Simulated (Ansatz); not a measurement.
# RbCl (Fm-3m) in Ansatz: notebook

One crystal, RbCl, is run at these levels: PBEsol; tasks: single point.

Everything below comes from runs of Ansatz 0.2.0. Logs are shortened: lines on timing, memory, paths and dates and some standing lists are left out, and cuts for length are marked.

### Step 1. Starting point

It takes space group Fm-3m (No. 225, cubic). The conventional cell has a = 6.548 Å, b = 6.548 Å, c = 6.548 Å, α = 90.00°, β = 90.00°, γ = 90.00°. Rb (site symmetry m-3m) has 6 Cl at 3.27 Å as nearest neighbours. Cl (site symmetry m-3m) is surrounded by 6 Rb at 3.27 Å.

### Step 2. Single point, PBEsol, 32.99 Å³/atom (volume scaled by 0.94)

The input, input.yaml:

```yaml
crystal:
  lattice:
    - [0.0, 3.2071649199, 3.2071649199]
    - [3.2071649199, 0.0, 3.2071649199]
    - [3.2071649199, 3.2071649199, 0.0]
  atoms:
    - { symbol: Rb, position: [0.0, 0.0, 0.0] }
    - { symbol: Cl, position: [0.5, 0.5, 0.5] }
kpoints:
  mp_grid: { grid: [7, 7, 7] }
scf:
  occupations: { method: fermi_dirac, width: 0.05 }
hamiltonian:
  xc: pbesol
  pseudopotentials: { kind: all_electron, lapw: { basis_error: 0.0005 } }
output:
  forces: true
  stress: true
  eigenvalues: true
```

Potentials or basis: all-electron LAPW, scalar-relativistic.

Launch:

```console
> ansatz run input.yaml --threads 1 --pin off --max-ram 3072MiB --backend cpu --events-out ev --progress --plain --runs-dir out
```

Output:

```text
Warning: RAYON_NUM_THREADS=1 ignored (pool sized by the plan → 1); use --threads N
LAPW: plane waves up to 6.195 Å⁻¹, error target 5.0e-4 eV per atom; small_component_spin mean_spin; Cl in spheres of 1.573 Å, 15 of its electrons in bands, Dirac shells []; Rb in spheres of 1.634 Å, 25 of its electrons in bands, Dirac shells [] (how accurate: hamiltonian.pseudopotentials.lapw.basis_error, Limitations)
Engine: ansatz 0.2.0, aarch64-unknown-linux-gnu
Pseudopotentials: kind: all_electron
Pseudopotential: Rb, LAPW, valence charge 25, lapw/all_electron/scalar/gaussian/Rb, Koelling and Harmon's equation, gaussian nucleus
Pseudopotential: Cl, LAPW, valence charge 15, lapw/all_electron/scalar/gaussian/Cl, Koelling and Harmon's equation, gaussian nucleus
Functional definition: PBEsol
  exchange = pbesol_x
  correlation = pbesol_c
Crystal: 2 atoms, lattice volume = 65.977 Å³
Basis set: ecut = 146.2068457634035 eV, 259 PW (Γ), exchange–correlation at level 2
Bands: 24, of which v1, the nominal top of the filled ones, is band 20 counted from 1 (19 counted from 0)
Symmetry: 48 space group operations
Space group: Fm-3m (ITA 225), of the structure as read, at distance tolerance 4.0e-5 Å
k-points: 20 of 343
Non-local potential: Rb, projectors of the file, none
Non-local potential: Cl, projectors of the file, none
Initial density: superposition of atomic densities (chi_scale 0.1, normalization cell, long waves kept (reshape's long-wave potential 0.00 eV rms))
Initial wavefunctions: plane waves of lowest kinetic energy (no species holds an atomic orbital)
Functional: x = pbesol(κ = 0.804, μ = 0.12345679012345678), c = pbesol(β = 0.046)
iter 1 solved again at ethr=1.20e-3 eV; its pass at ethr=1.00e-1 eV (dr2=4.81e-1 eV) is discarded
SCF iter   1: F=—  HF=-93615.799526 eV  |F-HF|=—  |Δ(HF+E_count)|=         —  Δρ=1.73e-2  dr2=4.80e-1  ethr=1.20e-3  ⟨swp⟩=2.5  Hψ=2846  notcnv=0
preconditioner: auto → none  [insulator: Δε(μ)=5.837 eV  Ē_g=14.026 eV  σ=0.050 eV  W_gap=1.00  n_scr=14 (ndim 8)  ℏωp=17.1 eV  f_vac=0.190  D(μ)=0.00/eV (n_scr^D=0)  ε∞_Penn≈2.5]
iter 2 solved again at ethr=4.30e-5 eV; its pass at ethr=1.20e-3 eV (dr2=1.72e-2 eV) is discarded
SCF iter   2: F=—  HF=-93615.493635 eV  |F-HF|=—  |Δ(HF+E_count)|=   3.06e-1  Δρ=3.52e-3  dr2=1.72e-2  ethr=4.30e-5  ⟨swp⟩=2.0  Hψ=2575  notcnv=0
SCF iter   3: F=—  HF=-93615.490982 eV  |F-HF|=—  |Δ(HF+E_count)|=         —  Δρ=2.68e-3  dr2=1.12e-2  ethr=4.29e-5  ⟨swp⟩=2.0  Hψ=1560  notcnv=0
the basis was enlarged: its passes take 48.9 KiB over the memory plan, 1 of 1 planned eigensolver slots
SCF iter   4: F=—  HF=-93615.496433 eV  |F-HF|=—  |Δ(HF+E_count)|=   5.45e-3  Δρ=1.17e-3  dr2=2.13e-3  ethr=2.81e-5  ⟨swp⟩=2.0  Hψ=1533  notcnv=0
SCF iter   5: F=—  HF=-93615.497790 eV  |F-HF|=—  |Δ(HF+E_count)|=   1.36e-3  Δρ=2.84e-4  dr2=1.24e-4  ethr=5.33e-6  ⟨swp⟩=3.0  Hψ=1578  notcnv=0
SCF iter   6: F=—  HF=-93615.497932 eV  |F-HF|=—  |Δ(HF+E_count)|=   1.43e-4  Δρ=4.67e-5  dr2=3.18e-6  ethr=3.11e-7  ⟨swp⟩=3.0  Hψ=1526  notcnv=0
SCF iter   7: F=-93615.497928 eV  HF=-93615.497928 eV  |F-HF|=1.87e-8  |Δ(HF+E_count)|=   4.57e-6  Δρ=1.34e-6  dr2=1.12e-9  ethr=7.95e-9  ⟨swp⟩=3.0  Hψ=1612  notcnv=0
SCF 1 converged in 7 iterations: F = -93615.497928 eV  dr2 = 1.12e-9
SCF converged after 7 iterations
Free energy (F): -93615.497928 eV
Harris-Foulkes:  -93615.497928 eV  (|F-HF|=1.87e-8)
Internal energy: -93615.497928 eV  (E = F + TS)
E sigma→0 (E₀):  -93615.497928 eV
Fermi energy:    5.120963 eV
--- Per-component energies (eV) ---
  E_band       = -3851.049616
  E_kinetic    = 95950.981080
  E_xc         = -3443.277787
  E_electrostatic = -186123.201220  (all electrons and nuclei)
  E_smearing   = -0.000000  (= −TS)
  E_closure    = 0.000000  (closes the sum)
  E_atoms      = -93608.657328  (free atoms, spherical and without spin; not in F)
  Σ components = -93615.497928   (vs F -93615.497928, Δ=0.00e0)
  Basis errors (estimates in eV, not in F): energy 2.2e-4 per atom: plane waves 2.1e-4 (1.1e-4 summed), levels above the bands 7.8e-57, relativity 1.5e-8, radial functions 1.9e-5, core shells 3.0e-7; eigenvalues (radial functions only) 4.7e-6; not estimated: angular momenta, meshes, grids; target (lapw.basis_error) 5.0e-4; muffin-tin radii Cl 1.573 Å, Rb 1.634 Å
--- Forces (eV/Å), atoms counted from 1 ---
  atom   1  Rb    -0.00000000     0.00000000    -0.00000000
  atom   2  Cl     0.00000000    -0.00000000    -0.00000000
  max |Σ_I F_I| component: 1.07e-31 eV/Å
--- Stress (GPa, compression-positive) ---
        1.148201       0.000000       0.000000
        0.000000       1.148201       0.000000
        0.000000       0.000000       1.148201
  P = ⅓ Tr σ = 1.1482 GPa (11.482 kbar)
--- Band table (eV; the first three rows and the last of 20) ---
  k-point 0: bands = ["-240.1165", "-213.7462", "-213.7462", "-213.7462", "-179.3231", "-179.3231", "-179.3231", "-93.1601", "-93.1601", "-93.1601", "-93.1592", "-93.1592", "-21.2034", "-9.5449", "-5.2584", "-5.2584", "-5.2584", "2.4968", "2.4968", "2.4968", "7.5773", "10.4172", "10.4172", "10.4172"]
  k-point 1: bands = ["-240.1165", "-213.7462", "-213.7462", "-213.7462", "-179.3231", "-179.3231", "-179.3231", "-93.1601", "-93.1601", "-93.1601", "-93.1592", "-93.1592", "-21.1988", "-9.5630", "-5.2610", "-5.2610", "-5.2487", "2.2630", "2.4116", "2.4116", "8.0896", "10.2715", "10.6926", "10.6926"]
  k-point 2: bands = ["-240.1165", "-213.7462", "-213.7462", "-213.7462", "-179.3231", "-179.3231", "-179.3231", "-93.1601", "-93.1601", "-93.1601", "-93.1592", "-93.1592", "-21.1885", "-9.6033", "-5.2667", "-5.2667", "-5.2275", "1.8233", "2.2308", "2.2308", "9.2545", "10.2373", "11.4801", "11.4801"]
  k-point 19: bands = ["-240.1165", "-213.7462", "-213.7462", "-213.7462", "-179.3231", "-179.3231", "-179.3231", "-93.1601", "-93.1601", "-93.1601", "-93.1592", "-93.1592", "-21.1725", "-9.5432", "-5.5210", "-5.4453", "-5.2463", "1.9486", "2.2368", "2.2425", "9.8205", "10.5691", "12.1040", "12.2172"]
```

It took 4.4 s on 1 thread of Arm Neoverse V2, shared host; peak memory 0.24 GiB.

What came out:

```yaml
Free_energy: -93615.4979 eV
Pressure: 1.1 GPa
Band_gap_on_the_k_mesh: 5.08 eV, direct
```

### Step 3. Single point, PBEsol, 33.69 Å³/atom (volume scaled by 0.96)

Edit input.yaml of step 2 so:

```diff
@@ -2,5 +2,5 @@
   lattice:
-    - [0.0, 3.2071649199, 3.2071649199]
-    - [3.2071649199, 0.0, 3.2071649199]
-    - [3.2071649199, 3.2071649199, 0.0]
+    - [0.0, 3.2297513325, 3.2297513325]
+    - [3.2297513325, 0.0, 3.2297513325]
+    - [3.2297513325, 3.2297513325, 0.0]
   atoms:
```

Potentials or basis: all-electron LAPW, scalar-relativistic.

Launch:

```console
> ansatz run input.yaml --threads 1 --pin off --max-ram 3072MiB --backend cpu --events-out ev --progress --plain --runs-dir out
```

Wall time 4.4 s (1 thread of Arm Neoverse V2, shared host); peak memory 0.24 GiB.

Results (log left out):

| Item | Value |
| --- | --- |
| Free energy | -93615.5060 eV |
| Pressure | 0.7 GPa |
| Band gap on the k mesh | 5.01 eV, direct |

### Step 4. Single point, PBEsol, 34.39 Å³/atom (volume scaled by 0.98)

Edit input.yaml of step 3 so:

```diff
@@ -2,5 +2,5 @@
   lattice:
-    - [0.0, 3.2297513325, 3.2297513325]
-    - [3.2297513325, 0.0, 3.2297513325]
-    - [3.2297513325, 3.2297513325, 0.0]
+    - [0.0, 3.2520261836, 3.2520261836]
+    - [3.2520261836, 0.0, 3.2520261836]
+    - [3.2520261836, 3.2520261836, 0.0]
   atoms:
```

Launch:

```console
> ansatz run input.yaml --threads 1 --pin off --max-ram 3072MiB --backend cpu --events-out ev --progress --plain --runs-dir out
```

It took 4.4 s on 1 thread of Arm Neoverse V2, shared host; peak memory 0.24 GiB.

It converged, with:

```
Free energy            : -93615.5104 eV
Pressure               : 0.3 GPa
Band gap on the k mesh : 4.95 eV, direct
```

Caveat: an odd mesh through Γ misses points on the zone boundary, where band edges often lie.

### Step 5. Single point, PBEsol, 35.09 Å³/atom

Edit input.yaml of step 4 so:

```diff
@@ -2,5 +2,5 @@
   lattice:
-    - [0.0, 3.2520261836, 3.2520261836]
-    - [3.2520261836, 0.0, 3.2520261836]
-    - [3.2520261836, 3.2520261836, 0.0]
+    - [0.0, 3.274, 3.274]
+    - [3.274, 0.0, 3.274]
+    - [3.274, 3.274, 0.0]
   atoms:
```

Launch:

```console
> ansatz run input.yaml --threads 1 --pin off --max-ram 3072MiB --backend cpu --events-out ev --progress --plain --runs-dir out
```

Wall time 4.4 s (1 thread of Arm Neoverse V2, shared host); peak memory 0.24 GiB.

It converged, with:

```
Free energy            : -93615.5116 eV
Pressure               : 0.0 GPa
Band gap on the k mesh : 4.89 eV, direct
```

Caveat: an odd mesh through Γ misses points on the zone boundary, where band edges often lie.

### Step 6. Single point, PBEsol, 35.80 Å³/atom (volume scaled by 1.02)

Edit input.yaml of step 5 so:

```diff
@@ -2,5 +2,5 @@
   lattice:
-    - [0.0, 3.274, 3.274]
-    - [3.274, 0.0, 3.274]
-    - [3.274, 3.274, 0.0]
+    - [0.0, 3.2956827511, 3.2956827511]
+    - [3.2956827511, 0.0, 3.2956827511]
+    - [3.2956827511, 3.2956827511, 0.0]
   atoms:
```

Potentials or basis: all-electron LAPW, scalar-relativistic.

Launch:

```console
> ansatz run input.yaml --threads 1 --pin off --max-ram 3072MiB --backend cpu --events-out ev --progress --plain --runs-dir out
```

Run time: 4.3 s. Hardware: 1 thread of Arm Neoverse V2, shared host; peak memory 0.24 GiB.

Results (log left out):

```
Free energy            : -93615.5099 eV
Pressure               : -0.3 GPa
Band gap on the k mesh : 4.83 eV, direct
```

Caveat: an odd mesh through Γ misses points on the zone boundary, where band edges often lie.

### Step 7. Single point, PBEsol, 36.50 Å³/atom (volume scaled by 1.04)

Edit input.yaml of step 6 so:

```diff
@@ -2,5 +2,5 @@
   lattice:
-    - [0.0, 3.2956827511, 3.2956827511]
-    - [3.2956827511, 0.0, 3.2956827511]
-    - [3.2956827511, 3.2956827511, 0.0]
+    - [0.0, 3.3170838881, 3.3170838881]
+    - [3.3170838881, 0.0, 3.3170838881]
+    - [3.3170838881, 3.3170838881, 0.0]
   atoms:
```

Launch:

```console
> ansatz run input.yaml --threads 1 --pin off --max-ram 3072MiB --backend cpu --events-out ev --progress --plain --runs-dir out
```

Run time: 4.2 s. Hardware: 1 thread of Arm Neoverse V2, shared host; peak memory 0.24 GiB.

Results (log left out):

```yaml
Free_energy: -93615.5057 eV
Pressure: -0.6 GPa
Band_gap_on_the_k_mesh: 4.78 eV, direct
```

Caveat: an odd mesh through Γ misses points on the zone boundary, where band edges often lie.

### Step 8. Single point, PBEsol, 37.20 Å³/atom (volume scaled by 1.06)

Edit input.yaml of step 7 so:

```diff
@@ -2,5 +2,5 @@
   lattice:
-    - [0.0, 3.3170838881, 3.3170838881]
-    - [3.3170838881, 0.0, 3.3170838881]
-    - [3.3170838881, 3.3170838881, 0.0]
+    - [0.0, 3.3382123806, 3.3382123806]
+    - [3.3382123806, 0.0, 3.3382123806]
+    - [3.3382123806, 3.3382123806, 0.0]
   atoms:
```

Launch:

```console
> ansatz run input.yaml --threads 1 --pin off --max-ram 3072MiB --backend cpu --events-out ev --progress --plain --runs-dir out
```

Run time: 4.3 s. Hardware: 1 thread of Arm Neoverse V2, shared host; peak memory 0.25 GiB.

Results (log left out):

```
Free energy            : -93615.4992 eV
Pressure               : -0.9 GPa
Band gap on the k mesh : 4.73 eV, direct
```

Caveat: an odd mesh through Γ misses points on the zone boundary, where band edges often lie.
